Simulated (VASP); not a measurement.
Input of a VASP 6.6.1 run:

File POSCAR:

```
TePt
1.0
    3.9548758500      0.0000000000      0.0000000000
   -1.9774379300      3.4250229600      0.0000000000
    0.0000000000      0.0000000000      3.8597628900
Pt Te
1 1
Direct
    0.0000000000      0.0000000000      0.0000000000
    0.6666666667      0.3333333333      0.5000000000
```

INCAR.step1

```
SYSTEM = TePt
ALGO     = Normal         ! electronic algorithm
EDIFF    = 1E-8           ! SCF threshold, eV
EDIFFG   = -0.002         ! ionic threshold
ENCUT    = 600            ! plane-wave cutoff, eV
GGA      = PS             ! functional
IBRION   = 2              ! ionic algorithm
ISIF     = 3              ! what is computed and relaxed
ISMEAR   = 0              ! smearing method
LASPH    = .TRUE.         ! aspherical terms in the spheres
LCHARG   = .FALSE.        ! write CHGCAR
LREAL    = .FALSE.        ! projectors in reciprocal space
LWAVE    = .FALSE.        ! write WAVECAR
NELM     = 100            ! most SCF steps
NSW      = 40             ! ionic steps
PREC     = Accurate       ! precision mode
SIGMA    = 0.02           ! smearing width, eV
```

The input INCAR.step2:

```
SYSTEM = TePt
ALGO     = Normal         ! electronic algorithm
EDIFF    = 1E-8           ! SCF threshold, eV
ENCUT    = 600            ! plane-wave cutoff, eV
GGA      = PS             ! functional
IBRION   = 8              ! ionic algorithm
ISIF     = 2              ! what is computed and relaxed
ISMEAR   = 0              ! smearing method
LASPH    = .TRUE.         ! aspherical terms in the spheres
LCHARG   = .FALSE.        ! write CHGCAR
LREAL    = .FALSE.        ! projectors in reciprocal space
LWAVE    = .FALSE.        ! write WAVECAR
NELM     = 100            ! most SCF steps
NSW      = 1              ! ionic steps
PREC     = Accurate       ! precision mode
SIGMA    = 0.02           ! smearing width, eV
```

KPOINTS

```
k-points
0
G
  6 6 5
  0 0 0
```

Potentials or basis: VASP PAW PBE potentials, release 64 (Pt, Te).

Launch:

```console
$ cat potpaw_PBE.64/Pt/POTCAR potpaw_PBE.64/Te/POTCAR > POTCAR
$ cp INCAR.step1 INCAR
$ mpirun -np 1 vasp_std > vasp.out
$ cp CONTCAR POSCAR
$ cp INCAR.step2 INCAR
$ mpirun -np 1 vasp_std > vasp.out
```

What does it give for the highest phonon frequency at Γ, LO-TO splitting left out?

88 cm⁻¹.

Predict the most unstable mode.

49i cm⁻¹.

Predict the relaxed volume.

21.54 Å³/atom.

Phonon frequencies in cm⁻¹ (negative: imaginary):
```csv
q point,frequencies
"(0.000, 0.000, 0.000)",-49 -49 0 0 0 88
```

Caveat: some modes are imaginary; the volume moved by over 15 % at a fixed basis, so the end points are rough; the PAW data sets were made with another functional, which shifts forces and pressure a little. Spin-orbit coupling is left out, which matters for the levels of Pt, Te.
